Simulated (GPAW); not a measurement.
# AgBr (Fm-3m) in GPAW: single point with LDA

Aim: the single point of AgBr with LDA.

All numbers are computed with GPAW 26.7.0; they aren't measurements. Logs are shortened: lines on timing, memory, paths and dates and some standing lists are left out, and cuts for length are marked. The log counts tension as positive stress, the text compression.

### Step 1. The crystal as given

Symmetry: Fm-3m, No. 225, cubic system. The conventional cell has a = 5.740 Å, b = 5.740 Å, c = 5.740 Å, α = 90.00°, β = 90.00°, γ = 90.00°. Ag (site symmetry m-3m) is surrounded by 6 Br at 2.87 Å. Br (site symmetry m-3m) is surrounded by 6 Ag at 2.87 Å.

### Step 2. Single point, LDA

The input, run.py:

```python
from ase import Atoms
from ase.dft.bandgap import bandgap
from ase.io import write
from ase.units import GPa
from gpaw import GPAW, PW

atoms = Atoms(['Ag', 'Br'],
              cell=[[0.0, 2.87015, 2.87015],
                    [2.87015, 0.0, 2.87015],
                    [2.87015, 2.87015, 0.0]],
              scaled_positions=[[0.0, 0.0, 0.0],
                                [0.5, 0.5, 0.5]],
              pbc=True)

calc = GPAW(mode=PW(450),
            xc='LDA',
            kpts={'size': (7, 7, 7), 'gamma': True},
            occupations={'name': 'fermi-dirac', 'width': 0.05},
            nbands=23,
            maxiter=120,
            txt='gpaw.txt')
atoms.calc = calc
energy = atoms.get_potential_energy()
forces = atoms.get_forces()
stress = atoms.get_stress()
calc.write('gs.gpw')
write('result.traj', atoms)
print(f'Energy: {energy:.6f} eV')
print('Forces (eV/A):')
print(forces.round(4))
print('Stress (GPa):', (stress / GPa).round(3))
print('Fermi level:', round(calc.get_fermi_level(), 4), 'eV')
print(f'Gap: {bandgap(calc)[0]:.4f} eV, direct: {bandgap(calc, direct=True)[0]:.4f} eV')
```

Potentials or basis: the program's PAW data sets (release 1.2.1) made for this functional, pw.

The run is started by

```console
OMP_NUM_THREADS=1 python run.py
```

gpaw.txt:

```text
__  _  _
 | _ |_)|_||  |
 |__||  | ||/\| - 26.7.0

Input parameters:
  mode=PW(ecut=450.00000000000006),
  kpts=MonkhorstPack(size=(7, 7, 7), gamma=True),
  maxiter=120,
  nbands=23,
  occupations=Occupations(name='fermi-dirac', width=0.05),
  xc=XC(name='LDA')

Diagonalizing LCAO Hamiltonian
Converting LCAO to pw mode

                Br

       Ag

Atoms  # Å, Bohr magnetons
|   | symbol |        x |        y |        z |    initial magnetic moments |
|---|--------|----------|----------|----------|-----------------------------|
| 0 |     Ag | 0.000000 | 0.000000 | 0.000000 | ( 0.0000,  0.0000,  0.0000) |
| 1 |     Br | 2.870150 | 2.870150 | 2.870150 | ( 0.0000,  0.0000,  0.0000) |

Unit cell  # Å
| periodic |        x |        y |        z |  lengths |    angles |
|----------|----------|----------|----------|----------|-----------|
|      yes | 0.000000 | 2.870150 | 2.870150 | 4.059005 | 60.000000 |
|      yes | 2.870150 | 0.000000 | 2.870150 | 4.059005 | 60.000000 |
|      yes | 2.870150 | 2.870150 | 0.000000 | 4.059005 | 60.000000 |

Number of symmetries: 48
Symmetry operations  # r_c * U_cc + t_c -> r_c
|    | kind |            matrix            |
|----|------|------------------------------|
|  0 |  σ   |  1, 0, 0,  1, 0,-1,  1,-1, 0 |
|  1 |  C2  |  1, 0, 0,  1,-1, 0,  1, 0,-1 |
|  2 |  E   |  1, 0, 0,  0, 1, 0,  0, 0, 1 |
|  3 |  σ   |  1, 0, 0,  0, 0, 1,  0, 1, 0 |
|  4 |  C4  |  1, 0,-1,  1, 0, 0,  1,-1, 0 |
|  5 |  S6  |  1, 0,-1,  1,-1, 0,  1, 0, 0 |
|  6 |  σ   |  1, 0,-1,  0, 1,-1,  0, 0,-1 |
|  7 |  C3  |  1, 0,-1,  0, 0,-1,  0, 1,-1 |
|  8 |  S6  |  1,-1, 0,  1, 0, 0,  1, 0,-1 |
|  9 |  C4  |  1,-1, 0,  1, 0,-1,  1, 0, 0 |
| 10 |  C3  |  1,-1, 0,  0,-1, 1,  0,-1, 0 |
| 11 |  σ   |  1,-1, 0,  0,-1, 0,  0,-1, 1 |
| 12 |  σ   |  0, 1, 0,  1, 0, 0,  0, 0, 1 |
| 13 |  C4  |  0, 1, 0,  0, 1,-1, -1, 1, 0 |
| 14 |  C3  |  0, 1, 0,  0, 0, 1,  1, 0, 0 |
| 15 |  S6  |  0, 1, 0, -1, 1, 0,  0, 1,-1 |
| 16 |  C2  |  0, 1,-1,  1, 0,-1,  0, 0,-1 |
| 17 |  σ   |  0, 1,-1,  0, 1, 0, -1, 1, 0 |
| 18 |  S4  |  0, 1,-1,  0, 0,-1,  1, 0,-1 |
| 19 |  C4  |  0, 1,-1, -1, 1, 0,  0, 1, 0 |
| 20 |  C3  |  0, 0, 1,  1, 0, 0,  0, 1, 0 |
| 21 |  σ   |  0, 0, 1,  0, 1, 0,  1, 0, 0 |
| 22 |  S6  |  0, 0, 1,  0,-1, 1, -1, 0, 1 |
| 23 |  C4  |  0, 0, 1, -1, 0, 1,  0,-1, 1 |
| 24 |  S4  |  0, 0,-1,  1, 0,-1,  0, 1,-1 |
| 25 |  C3  |  0, 0,-1,  0, 1,-1,  1, 0,-1 |
| 26 |  C2  |  0, 0,-1,  0,-1, 0, -1, 0, 0 |
| 27 |  S6  |  0, 0,-1, -1, 0, 0,  0,-1, 0 |
| 28 |  S4  |  0,-1, 1,  1,-1, 0,  0,-1, 0 |
| 29 |  C4  |  0,-1, 1,  0, 0, 1, -1, 0, 1 |
| 30 |  C2  |  0,-1, 1,  0,-1, 0,  1,-1, 0 |
| 31 |  σ   |  0,-1, 1, -1, 0, 1,  0, 0, 1 |
| 32 |  C3  |  0,-1, 0,  1,-1, 0,  0,-1, 1 |
| 33 |  S6  |  0,-1, 0,  0, 0,-1, -1, 0, 0 |
| 34 |  S4  |  0,-1, 0,  0,-1, 1,  1,-1, 0 |
| 35 |  C2  |  0,-1, 0, -1, 0, 0,  0, 0,-1 |
| 36 |  C2  | -1, 1, 0,  0, 1, 0,  0, 1,-1 |
| 37 |  S6  | -1, 1, 0,  0, 1,-1,  0, 1, 0 |
| 38 |  S4  | -1, 1, 0, -1, 0, 1, -1, 0, 0 |
| 39 |  C3  | -1, 1, 0, -1, 0, 0, -1, 0, 1 |
| 40 |  S6  | -1, 0, 1,  0, 0, 1,  0,-1, 1 |
| 41 |  C2  | -1, 0, 1,  0,-1, 1,  0, 0, 1 |
| 42 |  C3  | -1, 0, 1, -1, 1, 0, -1, 0, 0 |
| 43 |  S4  | -1, 0, 1, -1, 0, 0, -1, 1, 0 |
| 44 |  C2  | -1, 0, 0,  0, 0,-1,  0,-1, 0 |
| 45 |  i   | -1, 0, 0,  0,-1, 0,  0, 0,-1 |
| 46 |  σ   | -1, 0, 0, -1, 1, 0, -1, 0, 1 |
| 47 |  C2  | -1, 0, 0, -1, 0, 1, -1, 1, 0 |

BZ-sampling:
  Number of BZ points: 343
  Number of IBZ points: 20

  Monkhorst-Pack size: [7, 7, 7]
  Monkhorst-Pack shift: [0, 0, 0]

K-points  # in reciprocal-cell coordinates
|     |                                coordinates |     weight |
|-----|--------------------------------------------|------------|
|   0 | (  0.00000000,   0.00000000,   0.00000000) | 0.00291545 |
|   1 | (  0.14285714,   0.14285714,   0.00000000) | 0.01749271 |
|   2 | (  0.14285714,   0.14285714,   0.14285714) | 0.02332362 |
|   3 | (  0.28571429,   0.14285714,   0.14285714) | 0.03498542 |
|   4 | (  0.28571429,   0.28571429,   0.00000000) | 0.01749271 |
|   5 | (  0.28571429,   0.28571429,   0.14285714) | 0.06997085 |
|   6 | (  0.28571429,   0.28571429,   0.28571429) | 0.02332362 |
|   7 | (  0.42857143,  -0.28571429,  -0.28571429) | 0.03498542 |
|   8 | (  0.42857143,   0.28571429,  -0.42857143) | 0.13994169 |
|   9 | (  0.42857143,   0.28571429,  -0.28571429) | 0.06997085 |
| ... |                                            |            |
|  19 | (  0.42857143,   0.42857143,   0.42857143) | 0.02332362 |

Plane wave coefficients: 1032
Cutoff: 450.00000000000006 eV

Spin-components: 1 (collinear spins)
Bands:           23
Projectors:      11
Spin-degeneracy: 2
Datatype:        complex128

Parallelization:
  kpt:    1
  domain: 1
  band:   1

Density:
  Valence electrons: 24.0
  Components: 1
  Grid points: [20 20 20]
  Charge: 0.0  # |e|

Potential:
  Grid points: [20 20 20]

species:
  Ag:
    name:    Silver
    Z:       47.0
    valence: 17
    core:    30
    charge:  0.0  # [|e|]
    compensation charges:
      type: gauss
      rc: 0.40  # [Å]
      lmax: 2
    cutoffs:
      filter: 2.35  # [Å]
      core: 2.19  # [Å]
    projectors
    | kind |    occ | energy [eV] | rcut [Å] |
    |------|--------|-------------|----------|
    |   5s |  1.000 |      -4.708 |    1.286 |
    |   4p |  6.000 |     -58.678 |    1.328 |
    |   5p |  0.000 |      -0.844 |    1.328 |
    |   4d | 10.000 |      -7.664 |    1.180 |
    |    s |        |      22.503 |    1.286 |
    |    d |        |      19.547 |    1.180 |

    Using partial waves for Ag as LCAO basis

  Br:
    name:    Bromine
    Z:       35.0
    valence: 7
    core:    28
    charge:  0.0  # [|e|]
    compensation charges:
      type: gauss
      rc: 0.35  # [Å]
      lmax: 2
    cutoffs:
      filter: 1.98  # [Å]
      core: 2.38  # [Å]
    projectors
    | kind |    occ | energy [eV] | rcut [Å] |
    |------|--------|-------------|----------|
    |   4s |  2.000 |     -20.306 |    1.111 |
    |   4p |  5.000 |      -8.003 |    1.111 |
    |    s |        |       6.906 |    1.111 |
    |    p |        |      19.208 |    1.111 |
    |    d |        |       0.000 |    1.111 |

    Using partial waves for Br as LCAO basis

Reference energy: -215277.076642  # eV

eigensolver:
  PPCG
  Converge bands: occupied
  niter=2

density mixing:
  MSR1-Mixer
  Pratt-step length: 0.05
  Maximum mixing coefficient: 0.75
  Old densities: 10
  SVD Regularization: 0.005
  Good broyden scale: 1.0
  Trust region scale: 1.0
  Backstep threshold: 4.0
  History deletion threshold: 6.0
  Fourier metric: weight=20.0, sigma=0.015

occupation numbers:
  Fermi-Dirac:
    width: 0.0500  # eV

poisson solver:
  ecut: 3600.0000000000005  # eV

xc functional:
  name: None

convergence criteria:
- Maximum [total energy] change in last 3 cyles: 0.0005 eV / valence electron
- Maximum integral of absolute [dens]ity change: 0.0001 electrons / valence electron
- Maximum integral of absolute [eigenst]ate change: 4e-08 eV^2 / valence electron
maximum number of iterations: 120

SCF iterations
|iter     | |      energy | eigst |  dens |
|---------|-|-------------|-------|-------|
|iter:   1| |   -6.557749 | -0.81 |       |
|iter:   2| |   -6.534271 | -3.18 | -1.64 |
|iter:   3| |   -6.459963 | -2.76 | -1.69 |
|iter:   4| |   -6.457491 | -4.31 | -2.08 |
|iter:   5| |   -6.456939c| -4.84 | -2.46 |
|iter:   6| |   -6.456945c| -6.53 | -3.35 |
|iter:   7| |   -6.456946c| -7.64c| -3.85 |
|iter:   8| |   -6.456946c| -8.32c| -5.28c|

Converged in 8 steps
Energy contributions relative to reference atoms: (reference = -215277.076642)

Energy contributions:
  Kinetic:           5.706631
  Coulomb:          -5.821751
  Zero:              0.001932
  External:          0.000000
  Xc:               -6.343643
  Entropy:          -0.000231
  Spinorbit:         0.000000
  ----------------------------
  Free energy:      -6.457061
  Extrapolated:     -6.456946

dipole moment: (-17.674387, -17.674387, -17.674387)  # |e|*Ang

Fermi level: 4.084
Eigenvalues  # (at kpt = [0.000, 0.000, 0.000])
| band index |      eig [eV] | occ [0-2] |
|------------|---------------|-----------|
|          0 |       -49.736 |     2.000 |
|        ... |               |           |
|          4 |         0.991 |     2.000 |
|          5 |         0.991 |     2.000 |
|          6 |         0.992 |     2.000 |
|          7 |         0.992 |     2.000 |
|          8 |         0.992 |     2.000 |
|          9 |         1.892 |     2.000 |
|         10 |         1.892 |     2.000 |
|         11 |         1.892 |     2.000 |
|         12 |         4.213 |     0.142 |
|         13 |        13.700 |     0.000 |
|         14 |        13.700 |     0.000 |
|         15 |        13.700 |     0.000 |
|         16 |        14.782 |     0.000 |
|         17 |        15.416 |     0.000 |
|         18 |        15.416 |     0.000 |
|         19 |        15.416 |     0.000 |
|        ... |               |           |
|         22 |        21.056 |     0.000 |

Gap: 0.440 eV
Transition (v -> c):
  (s=0, k=19, n=11, [0.43, 0.43, 0.43]) -> (s=0, k=0, n=12, [0.00, 0.00, 0.00])
Direct/indirect transitions are different
Direct gap: 2.321 eV
Transition at: (s=0, k=0, n=11, [0.00, 0.00, 0.00])

Forces  # eV/Ang
|        x |        y |       z |
|----------|----------|---------|
| -0.00000 |  0.00000 | 0.00000 |  # Ag   0
|  0.00000 | -0.00000 | 0.00000 |  # Br   1

Stress tensor  # eV/Ang^3
|        x |         y |         z |
|----------|-----------|-----------|
| 0.027222 |  0.000000 |  0.000000 |
| 0.000000 |  0.027222 | -0.000000 |
| 0.000000 | -0.000000 |  0.027222 |

# Writing to gs.gpw (mode='')
```

Run time: 7.9 s. Hardware: 1 thread of Arm Neoverse V1, shared host; peak memory 0.14 GiB.

Results:

- Free energy: -6.4571 eV
- Pressure: -4.4 GPa
- Band gap on the k mesh: 0.44 eV, indirect (least direct gap 2.32 eV)

Caveat: the cutoff is short for stress and forces, so pressures can be off by a GPa or more; an odd mesh through Γ misses points on the zone boundary, where band edges often lie.

### Step 3. For comparison

An earlier run on the cell as given: functional PBEsol; potentials or basis PAW data sets generated in the run's folder for this functional; cutoff 600 eV; basis pw; k mesh 8 × 8 × 8; occupations fermi-dirac, width 0.05 eV; no spin polarisation.

- Pressure: -1.4 GPa
- Band gap on the k mesh: 0.49 eV, indirect (least direct gap 2.46 eV)
